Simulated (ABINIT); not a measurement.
# GaP (F-43m) in ABINIT: notebook

One crystal, GaP, is run at these levels: LDA-Teter, PBE; tasks: band structure.

Program: ABINIT 10.8.3 (patched build). These are calculated values, not measurements. Logs are shortened: lines on timing, memory, paths and dates and some standing lists are left out, and cuts for length are marked. The log counts tension as positive stress, the text compression.

**What was measured.**

From “Stacking defects in GaP nanowires: Electronic structure and optical properties”, 2018, arxiv:1810.01194, for a bulk crystal of GaP at 10 K: band gap 2.34 eV (indirect).

The results are compared with them further down.

## Step 1: The crystal as given

It takes space group F-43m (No. 216, cubic). The conventional cell has a = 5.451 Å, b = 5.451 Å, c = 5.451 Å, α = 90.00°, β = 90.00°, γ = 90.00°. Ga (site symmetry -43m) has 4 P at 2.36 Å as nearest neighbours. P (site symmetry -43m) has 4 Ga at 2.36 Å as nearest neighbours.

## Step 2: Band structure, LDA-Teter, spin-orbit coupling, no magnetisation

Contents of run.abi:

```
# Datasets: ground state, then fixed potential
ndtset 2

# Pseudopotentials
pp_dirpath "./"
pseudos "Ga.LDA_PW-JTH.xml, P.LDA_PW-JTH.xml"

# Structure
acell 3.8540855109 3.8540855109 3.8540855109 Angstrom
rprim
     0.0000000000     0.7071067812     0.7071067812
     0.7071067812     0.0000000000     0.7071067812
     0.7071067812     0.7071067812     0.0000000000
ntypat 2
znucl 31 15
natom 2
typat 1 2
xred
     0.0000000000     0.0000000000     0.0000000000
     0.7500000000     0.7500000000     0.7500000000

# Plane-wave basis
ecut 20.0
pawecutdg 40.0

# Exchange and correlation
ixc 1

# Bands and occupations
occopt 3
tsmear 0.00183747

# Spin
nspinor 2
nspden 1
pawspnorb 1

# SCF cycle
nstep 100

# Output
iomode 3
prtwf 0
prteig 0
prtebands 0
enunit 1
prtden1 1
prtvha1 1
prtvclmb1 1
prtpot1 1

# Dataset 1
kptopt1 4
ngkpt1 8 8 8
nshiftk1 1
shiftk1 0.0 0.0 0.0
nband1 26
tolvrs1 1.0e-9

# Dataset 2: bands along G-X-W-K-G-L-U-W-L-K
iscf2 -2
getden2 1
nband2 34
nbdbuf2 2
tolwfr2 1.0e-12
kptopt2 -9
ndivsm2 8
prteig2 1
kptbounds2
     0.0000000000     0.0000000000     0.0000000000
     0.5000000000     0.0000000000     0.5000000000
     0.5000000000     0.2500000000     0.7500000000
     0.3750000000     0.3750000000     0.7500000000
     0.0000000000     0.0000000000     0.0000000000
     0.5000000000     0.5000000000     0.5000000000
     0.6250000000     0.2500000000     0.6250000000
     0.5000000000     0.2500000000     0.7500000000
     0.5000000000     0.5000000000     0.5000000000
     0.3750000000     0.3750000000     0.7500000000
```

Potentials or basis: JTH PAW LDA v2.0.

Command:

```
> abinit run.abi > log 2>&1
```

run.abo:

```text
.Version 10.8.3 of ABINIT
 DATASET    1 : space group F2 3 (#196); Bravais cF (face-center cubic)
================================================================================
 Values of the parameters that define the memory need for DATASET  1.
     intxc =       0    ionmov =       0      iscf =      17    lmnmax =      18
     lnmax =       6     mgfft =      30  mpssoang =       3    mqgrid =    3001
     natom =       2  nloc_mem =       2    nspden =       1   nspinor =       2
    nsppol =       1      nsym =      12    n1xccc =       1    ntypat =       2
    occopt =       3   xclevel =       1
       mpw =        1211          nfft =       27000          nkpt =          52
 PAW method is used; the additional fine FFT grid is defined by:
   mgfftf=        45    nfftf =     91125
================================================================================
================================================================================

 DATASET    2 : space group F2 3 (#196); Bravais cF (face-center cubic)
================================================================================
 Values of the parameters that define the memory need for DATASET  2.
     intxc =       0    ionmov =       0      iscf =      -2    lmnmax =      18
     lnmax =       6     mgfft =      30  mpssoang =       3    mqgrid =    3001
     natom =       2  nloc_mem =       2    nspden =       1   nspinor =       2
    nsppol =       1      nsym =      12    n1xccc =       1    ntypat =       2
    occopt =       3   xclevel =       1
       mpw =        1211          nfft =       27000          nkpt =         139
 PAW method is used; the additional fine FFT grid is defined by:
   mgfftf=        45    nfftf =     91125
================================================================================
================================================================================

--------------------------------------------------------------------------------
------------- Echo of variables that govern the present computation ------------
--------------------------------------------------------------------------------
 -outvars: echo values of preprocessed input variables --------
            acell      7.2831660814E+00  7.2831660814E+00  7.2831660814E+00 Bohr
              amu      6.97230000E+01  3.09737620E+01
             ecut      2.00000000E+01 Hartree
           enunit           1
           getden1          0
           getden2          1
             iscf1         17
             iscf2         -2
                       outvar_i_n : Printing only first  50 k-points.
           jdtset        1    2
                       outvar_i_n : Printing only first  50 k-points.
           kptopt1          4
           kptopt2         -9
         kptrlatt        8    0    0      0    8    0      0    0    8
          kptrlen1     5.82653287E+01
          kptrlen2     3.00000000E+01
            natom           2
            nband1         26
            nband2         34
           nbdbuf1          0
           nbdbuf2          2
           ndtset           2
           ndivsm1          0
           ndivsm2          8
            ngfft          30      30      30
          ngfftdg          45      45      45
             nkpt1         52
             nkpt2        139
          nspinor           2
            nstep         100
             nsym          12
           ntypat           2
                       prtocc : prtvol=0, do not print more k-points.
           occopt           3
        pawcpxocc           2
        pawecutdg      4.00000000E+01 Hartree
        pawspnorb           1
        prtebands           0
           prteig1          0
           prteig2          1
           prtpot1          1
           prtpot2          0
         prtvclmb1          1
         prtvclmb2          0
           prtvha1          1
           prtvha2          0
            prtwf           0
            rprim      0.0000000000E+00  7.0710678120E-01  7.0710678120E-01
                       7.0710678120E-01  0.0000000000E+00  7.0710678120E-01
                       7.0710678120E-01  7.0710678120E-01  0.0000000000E+00
           shiftk1     0.00000000E+00  0.00000000E+00  0.00000000E+00
           shiftk2     5.00000000E-01  5.00000000E-01  5.00000000E-01
[... 229 lines left out ...]
meta: {optdriver: 0, ionmov: 0, optcell: 0, iscf: -2, paral_kgb: 0, }
...

 mkfilename : getden/=0, take file _DEN from output of DATASET   1.

 Exchange-correlation functional for the present dataset will be:
  LDA: new Teter (4/93) with spin-polarized option - ixc=1
  S. Goedecker, M. Teter, J. Huetter, PRB 54, 1703 (1996)

 Real(R)+Recip(G) space primitive vectors, cartesian coordinates (Bohr,Bohr^-1):
 R(1)=  0.0000000  5.1499761  5.1499761  G(1)= -0.0970878  0.0970878  0.0970878
 R(2)=  5.1499761  0.0000000  5.1499761  G(2)=  0.0970878 -0.0970878  0.0970878
 R(3)=  5.1499761  5.1499761  0.0000000  G(3)=  0.0970878  0.0970878 -0.0970878
 Unit cell volume ucvol=  2.7317795E+02 bohr^3
 Angles (23,13,12)=  6.00000000E+01  6.00000000E+01  6.00000000E+01 degrees

 Coarse grid specifications (used for wave-functions):

 getcut: wavevector=  0.0000  0.0000  0.0000  ngfft=  30  30  30
         ecut(hartree)=     20.000   => boxcut(ratio)=   2.04834

 Fine grid specifications (used for densities):

 getcut: wavevector=  0.0000  0.0000  0.0000  ngfft=  45  45  45
         ecut(hartree)=     40.000   => boxcut(ratio)=   2.12196
--------------------------------------------------------------------------------

================================================================================
 Non-SCF case, kpt    1 (  0.00000  0.00000  0.00000), residuals and eigenvalues=
  6.86E-13  7.60E-13  3.13E-13  7.90E-13  5.22E-13  6.45E-13  4.20E-13  5.20E-13
  2.15E-13  4.51E-13  3.30E-13  5.29E-13  4.35E-13  4.40E-13  4.85E-13  5.31E-13
  4.72E-13  7.32E-13  2.68E-13  6.49E-13  3.04E-13  3.84E-13  3.11E-13  9.16E-13
  2.79E-13  5.28E-13  2.74E-13  6.67E-13  2.60E-13  6.42E-13  3.97E-13  8.26E-13
  5.22E-06  5.19E-06
 -3.6169E-01 -3.6169E-01 -3.6169E-01 -3.6169E-01 -3.4625E-01 -3.4625E-01
 -3.4386E-01 -3.4386E-01 -3.4386E-01 -3.4386E-01 -2.7314E-01 -2.7314E-01
  1.8488E-01  1.8488E-01  1.8811E-01  1.8811E-01  1.8811E-01  1.8811E-01
  2.4601E-01  2.4601E-01  3.2205E-01  3.2205E-01  3.2841E-01  3.2841E-01
  3.2841E-01  3.2841E-01  4.9863E-01  4.9863E-01  5.4499E-01  5.4499E-01
[... 1643 lines left out ...]
  4.7767E-01  4.7805E-01  5.1653E-01  5.2004E-01  5.6092E-01  5.6125E-01
  7.2078E-01  7.2312E-01  7.6430E-01  7.6482E-01
 Non-SCF case, kpt  139 (  0.37500  0.37500  0.75000), residuals and eigenvalues=
  3.24E-13  4.83E-13  6.44E-13  5.92E-13  7.29E-13  2.69E-13  3.67E-13  4.61E-13
  5.99E-13  5.41E-13  7.04E-13  3.46E-13  2.66E-13  7.25E-13  9.87E-13  3.04E-13
  4.64E-13  4.54E-13  3.04E-13  4.30E-13  1.64E-13  2.30E-13  1.83E-13  2.16E-13
  2.83E-13  9.97E-13  6.69E-13  4.33E-13  2.20E-13  5.86E-13  6.62E-13  4.44E-13
  2.06E-07  1.49E-05
 -3.6371E-01 -3.6234E-01 -3.6086E-01 -3.6037E-01 -3.4795E-01 -3.4542E-01
 -3.4404E-01 -3.4388E-01 -3.4343E-01 -3.4292E-01 -1.6414E-01 -1.6406E-01
 -5.7165E-02 -5.6811E-02  3.9917E-02  4.0750E-02  1.0331E-01  1.0339E-01
  2.6190E-01  2.6211E-01  3.5901E-01  3.5917E-01  4.8434E-01  4.8457E-01
  4.8638E-01  4.8690E-01  5.1990E-01  5.2364E-01  5.6579E-01  5.6613E-01
  7.1683E-01  7.1919E-01  7.6546E-01  7.6552E-01

--- !ResultsGS
iteration_state: {dtset: 2, }
comment   : Summary of ground state results
lattice_vectors:
- [  0.0000000,   5.1499761,   5.1499761, ]
- [  5.1499761,   0.0000000,   5.1499761, ]
- [  5.1499761,   5.1499761,   0.0000000, ]
lattice_lengths: [   7.28317,    7.28317,    7.28317, ]
lattice_angles: [ 60.000,  60.000,  60.000, ] # degrees, (23, 13, 12)
lattice_volume:   2.7317795E+02
convergence: {deltae:  0.000E+00, res2:  0.000E+00, residm:  9.999E-13, diffor:  0.000E+00, }
etotal    :  -8.60461892E+01
entropy   :   0.00000000E+00
fermie    :   2.13372181E-01
cartesian_stress_tensor: null
pressure_GPa: null
xred      :
- [  0.0000E+00,   0.0000E+00,   0.0000E+00, Ga]
- [  7.5000E-01,   7.5000E-01,   7.5000E-01,  P]
cartesian_forces: null
force_length_stats: {min: null, max: null, mean: null, }
...

 Integrated electronic density in atomic spheres:
 ------------------------------------------------
 Atom  Sphere_radius  Integrated_density
    1        2.10359         11.09482336
    2        1.60765          1.59633016

================================================================================

 ----iterations are completed or convergence reached----

 Mean square residual over all n,k,spin=   54.736E-14; max=  99.992E-14
 reduced coordinates (array xred) for    2 atoms
       0.000000000000      0.000000000000      0.000000000000
       0.750000000000      0.750000000000      0.750000000000

 cartesian coordinates (angstrom) at end:
    1      0.00000000000000     0.00000000000000     0.00000000000000
    2      4.08787500012308     4.08787500012308     4.08787500012308
 length scales=  7.283166081430  7.283166081430  7.283166081430 bohr
              =  3.854085510900  3.854085510900  3.854085510900 angstroms
 Eigenvalues (   eV  ) for nkpt= 139  k points:
 kpt#   1, nband= 34, wtk=  1.00000, kpt=  0.0000  0.0000  0.0000 (reduced coord)
  -9.84203   -9.84203   -9.84203   -9.84203   -9.42206   -9.42206   -9.35690   -9.35690
  -9.35690   -9.35690   -7.43256   -7.43256    5.03078    5.03078    5.11860    5.11860
   5.11860    5.11860    6.69425    6.69425    8.76332    8.76332    8.93642    8.93642
   8.93642    8.93642   13.56835   13.56835   14.83001   14.83001   14.83001   14.83001
  17.34043   17.35880
 kpt#   2, nband= 34, wtk=  1.00000, kpt=  0.0217  0.0000  0.0217 (reduced coord)
  -9.84246   -9.84246   -9.84165   -9.84165   -9.42213   -9.42213   -9.35734   -9.35734
  -9.35652   -9.35652   -7.42429   -7.42429    4.97132    4.97132    5.06021    5.06021
   5.09254    5.09254    6.78443    6.78443    8.77359    8.77359    8.93546    8.93546
   8.97046    8.97046   13.61345   13.61345   14.73517   14.73517   14.83773   14.83773
  17.36162   17.38266
 kpt#   3, nband= 34, wtk=  1.00000, kpt=  0.0435  0.0000  0.0435 (reduced coord)
  -9.84311   -9.84311   -9.84113   -9.84113   -9.42232   -9.42232   -9.35779   -9.35779
  -9.35623   -9.35623   -7.39953   -7.39953    4.75625    4.75625    4.96961    4.96961
   5.01741    5.01741    7.00852    7.00852    8.74927    8.74927    8.98809    8.98809
   9.06917    9.06917   13.74457   13.74457   14.48515   14.48515   14.86075   14.86075
[... 803 lines left out ...]
  12.69392   12.70055   14.11887   14.20431   15.21885   15.22765   19.57278   19.62547
  20.22000   20.22088
 kpt# 138, nband= 34, wtk=  1.00000, kpt=  0.3839  0.3839  0.7321 (reduced coord)
  -9.89687   -9.85887   -9.82005   -9.80609   -9.46923   -9.39795   -9.36206   -9.36027
  -9.34417   -9.33183   -4.50862   -4.50662   -1.51335   -1.50361    1.05112    1.07353
   2.87654    2.87885    7.19682    7.20303   10.07513   10.07536   12.93091   12.94468
  12.99796   13.00832   14.05548   14.15103   15.26330   15.27231   19.61340   19.67717
  20.79765   20.81177
 kpt# 139, nband= 34, wtk=  1.00000, kpt=  0.3750  0.3750  0.7500 (reduced coord)
  -9.89708   -9.85976   -9.81954   -9.80621   -9.46830   -9.39935   -9.36174   -9.35755
  -9.34524   -9.33128   -4.46654   -4.46423   -1.55554   -1.54589    1.08619    1.10885
   2.81128    2.81347    7.12672    7.13234    9.76915    9.77361   13.17960   13.18576
  13.23508   13.24920   14.14722   14.24905   15.39606   15.40506   19.50602   19.57010
  20.82922   20.83091

== END DATASET(S) ==============================================================
================================================================================

 -outvars: echo values of variables after computation  --------
            acell      7.2831660814E+00  7.2831660814E+00  7.2831660814E+00 Bohr
           etotal1    -8.6046189226E+01
            fcart1     6.5355769568E-30 -6.5355769568E-30 -6.5355769568E-30
                      -6.5355769568E-30  6.5355769568E-30  6.5355769568E-30
            rprim      0.0000000000E+00  7.0710678120E-01  7.0710678120E-01
                       7.0710678120E-01  0.0000000000E+00  7.0710678120E-01
                       7.0710678120E-01  7.0710678120E-01  0.0000000000E+00
           strten1     9.1139214343E-05  9.1139214343E-05  9.1139214343E-05
                       0.0000000000E+00  0.0000000000E+00  0.0000000000E+00
           xangst      0.0000000000E+00  0.0000000000E+00  0.0000000000E+00
                       4.0878750001E+00  4.0878750001E+00  4.0878750001E+00
             xred      0.0000000000E+00  0.0000000000E+00  0.0000000000E+00
                       7.5000000000E-01  7.5000000000E-01  7.5000000000E-01
 Calculation completed.
```

Run time: 5.9 min. Hardware: 1 thread of Arm Neoverse V1, shared host; peak memory 0.25 GiB.

Results:

- Free energy: -2341.4361 eV
- Pressure: -2.7 GPa
- Band gap on the k mesh: 1.46 eV, indirect (least direct gap 1.58 eV)
- Band gap along the path: 1.41 eV, indirect (least direct gap 1.58 eV)
- Valence electrons inside the program's atomic spheres: Ga 11.09; P 1.60

Levels at the corners of the path, in eV from the valence-band top:
```csv
point,band 14,band 15,band 16,band 17,band 18,band 19,band 20,band 21,band 22,band 23
Γ,-0.09,0.00,0.00,0.00,0.00,1.58,1.58,3.64,3.64,3.82
X,-6.88,-2.75,-2.75,-2.73,-2.73,1.47,1.47,1.65,1.65,10.35
W,-6.67,-3.66,-3.64,-3.53,-3.48,4.56,4.56,4.72,4.75,5.86
K,-6.66,-4.03,-4.01,-2.31,-2.31,2.01,2.01,4.65,4.66,8.06
Γ,-0.09,0.00,0.00,0.00,0.00,1.58,1.58,3.64,3.64,3.82
L,-6.75,-1.19,-1.19,-1.12,-1.12,1.47,1.47,4.57,4.57,4.63
U,-6.66,-4.03,-4.01,-2.31,-2.31,2.01,2.01,4.65,4.66,8.06
W,-6.67,-3.66,-3.64,-3.53,-3.48,4.56,4.56,4.72,4.75,5.86
L,-6.75,-1.19,-1.19,-1.12,-1.12,1.47,1.47,4.57,4.57,4.63
K,-6.66,-4.03,-4.01,-2.31,-2.31,2.01,2.01,4.65,4.66,8.06
```

## Step 3: Band structure, PBE

Contents of run.abi:

```
# Datasets: ground state, then fixed potential
ndtset 2

# Pseudopotentials
pp_dirpath "./"
pseudos "Ga.upf, P.upf"

# Structure
acell 3*1.0
rprim
     0.0000000000     5.1499761211     5.1499761211
     5.1499761211     0.0000000000     5.1499761211
     5.1499761211     5.1499761211     0.0000000000
ntypat 2
znucl 31 15
natom 2
typat 1 2
xcart
     0.0000000000     0.0000000000     0.0000000000
     7.7249641817     7.7249641817     7.7249641817

# Plane-wave basis
ecut 40.0

# Exchange and correlation
ixc 11

# Bands and occupations
occopt 3
tsmear 0.00183747

# SCF cycle
nstep 100

# Output
iomode 3
prtwf 0
prteig 0
prtebands 0
prtden1 1

# Dataset 1
kptopt1 1
ngkpt1 8 8 8
nshiftk1 1
shiftk1 0.0 0.0 0.0
nband1 13
tolvrs1 1.0e-10

# Dataset 2: bands along G-X-W-K-G-L-U-W-L-K
iscf2 -2
getden2 1
nband2 17
nbdbuf2 2
tolwfr2 1.0e-12
kptopt2 -9
ndivsm2 5
prteig2 1
prtvol2 -3
kptbounds2
     0.0000000000     0.0000000000     0.0000000000
     0.5000000000     0.0000000000     0.5000000000
     0.5000000000     0.2500000000     0.7500000000
     0.3750000000     0.3750000000     0.7500000000
     0.0000000000     0.0000000000     0.0000000000
     0.5000000000     0.5000000000     0.5000000000
     0.6250000000     0.2500000000     0.6250000000
     0.5000000000     0.2500000000     0.7500000000
     0.5000000000     0.5000000000     0.5000000000
     0.3750000000     0.3750000000     0.7500000000
```

Potentials or basis: PseudoDojo NC SR PBE v0.4.1 standard.

Command:

```
> abinit run.abi > log 2>&1
```

Run time: 2.9 min. Hardware: 1 thread of Arm Neoverse V1, shared host; peak memory 0.15 GiB.

Results (log left out):

| Quantity | Value |
| --- | --- |
| Free energy | -2270.2082 eV |
| Pressure | 2.6 GPa |
| Band gap on the k mesh | 1.64 eV, indirect (least direct gap 1.82 eV) |
| Band gap along the path | 1.59 eV, indirect (least direct gap 1.82 eV) |
| Valence electrons inside the program's atomic spheres | Ga 10.82; P 2.81 |

Levels at the corners of the path, in eV from the valence-band top:
```csv
point,band 5,band 6,band 7,band 8,band 9,band 10,band 11,band 12,band 13,band 14
Γ,-14.47,-12.49,0.00,0.00,0.00,1.82,3.89,3.89,3.89,8.81
X,-14.45,-9.53,-6.75,-2.68,-2.68,1.66,1.83,10.58,10.58,11.18
W,-14.46,-9.44,-6.54,-3.57,-3.42,4.70,4.86,6.11,6.15,11.59
K,-14.46,-9.57,-6.54,-3.93,-2.25,2.19,4.80,8.24,8.26,9.30
Γ,-14.47,-12.49,0.00,0.00,0.00,1.82,3.89,3.89,3.89,8.81
L,-14.46,-10.43,-6.63,-1.12,-1.12,1.67,4.72,4.72,8.29,10.88
U,-14.46,-9.57,-6.54,-3.93,-2.25,2.19,4.80,8.24,8.26,9.30
W,-14.46,-9.44,-6.54,-3.57,-3.42,4.70,4.86,6.11,6.15,11.59
L,-14.46,-10.43,-6.63,-1.12,-1.12,1.67,4.72,4.72,8.29,10.88
K,-14.46,-9.57,-6.54,-3.93,-2.25,2.19,4.80,8.24,8.26,9.30
```

## Step 4: Against experiment

Step 2. A measured gap of GaP is 2.34 eV (indirect; 10 K; quoted in “Stacking defects in GaP nanowires: Electronic structure and optical properties”, 2018, arxiv:1810.01194); the calculated 1.41 eV misses it by -0.93 eV. The value is that of LDA-Teter, without temperature or zero-point motion. Semilocal functionals fall short of measured gaps as a rule.

Step 3. Measured gap of GaP: 2.34 eV (indirect; 10 K; quoted in “Stacking defects in GaP nanowires: Electronic structure and optical properties”, 2018, arxiv:1810.01194). This calculation gives 1.59 eV (-0.75 eV). Spin-orbit coupling on Ga is left out. The value is that of PBE, without temperature or zero-point motion. Semilocal functionals fall short of measured gaps as a rule.
